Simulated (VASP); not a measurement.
Here is a VASP 6.6.1 calculation.

Contents of INCAR:

```
PREC     = Accurate       # precision mode
ENCUT    = 600            # plane-wave cutoff, eV
EDIFF    = 1E-7           # SCF threshold, eV
ISMEAR   = 0              # smearing method
SIGMA    = 0.02           # smearing width, eV
LREAL    = F              # projectors in reciprocal space
LASPH    = T              # aspherical terms in the spheres
NELM     = 80             # most SCF steps
ALGO     = Normal         # electronic algorithm
ISIF     = 3              # what is computed and relaxed
LWAVE    = F              # write WAVECAR
LCHARG   = F              # write CHGCAR
GGA      = RP             # functional
IBRION   = 2              # ionic algorithm
NSW      = 90             # ionic steps
EDIFFG   = -0.005         # ionic threshold
```

File KPOINTS:

```
Automatic mesh
0
Gamma
  6 6 4
```

File POSCAR:

```
SnSe
1.0
    4.2853274200      0.0000000000      0.0000000000
    0.0000000000      4.2853274200      0.0000000000
    0.0000000000      0.0000000000     10.9906921300
Sn Se
2 2
Direct
    0.5000000000      0.0000000000      0.3722291100
    0.0000000000      0.5000000000      0.6277708900
    0.5000000000      0.0000000000      0.6160394900
    0.0000000000      0.5000000000      0.3839605100
```

Potentials or basis: VASP PAW PBE potentials, release 64 (Sn_d, Se).

Run with:

```bash
$ cat potpaw_PBE.64/Sn_d/POTCAR potpaw_PBE.64/Se/POTCAR > POTCAR
$ mpirun -np 1 vasp_std > vasp.out
```

Task: Estimate the space group after relaxing (to 0.05 Å).

Result: P4/nmm (No. 129).

Task: Predict the relaxed cell.

Result: a = 4.373 Å, b = 4.373 Å, c = 11.092 Å, α = 90.00°, β = 90.00°, γ = 90.00°.

Task: What does it give for the relaxed volume?

Result: 53.02 Å³/atom.

Task: Predict the band gap on the k mesh.

Result: 1.55 eV, indirect (least direct gap 1.59 eV).

Step by step:
| step | energy change (eV) | largest force (eV/Å) | pressure (GPa) | volume (Å³) |
| --- | --- | --- | --- | --- |
| 1 | 0.0000 | 0.3572 | 1.41 | 201.83 |
| 2 | -0.0394 | 0.2592 | -0.45 | 215.07 |
| 3 | -0.0463 | 0.1203 | 0.03 | 211.20 |
| 4 | -0.0486 | 0.0761 | 0.00 | 211.75 |
| 5 | -0.0491 | 0.0924 | -0.02 | 212.12 |
| 6 | -0.0504 | 0.0845 | -0.02 | 212.18 |
| 7 | -0.0538 | 0.0604 | -0.04 | 212.36 |
| 8 | -0.0575 | 0.0215 | -0.07 | 212.72 |
| 9 | -0.0578 | 0.0145 | -0.09 | 212.85 |
| 10 | -0.0558 | 0.0823 | 0.28 | 209.79 |
| 11 | -0.0580 | 0.0088 | 0.00 | 212.10 |
| 12 | -0.0580 | 0.0081 | 0.00 | 212.11 |
| 13 | -0.0580 | 0.0091 | 0.00 | 211.99 |
| 14 | -0.0580 | 0.0024 | 0.00 | 212.07 |

Caveat: the PAW data sets were made with another functional, which shifts forces and pressure a little; spin-orbit coupling is left out, which moves the levels of the heavy elements.
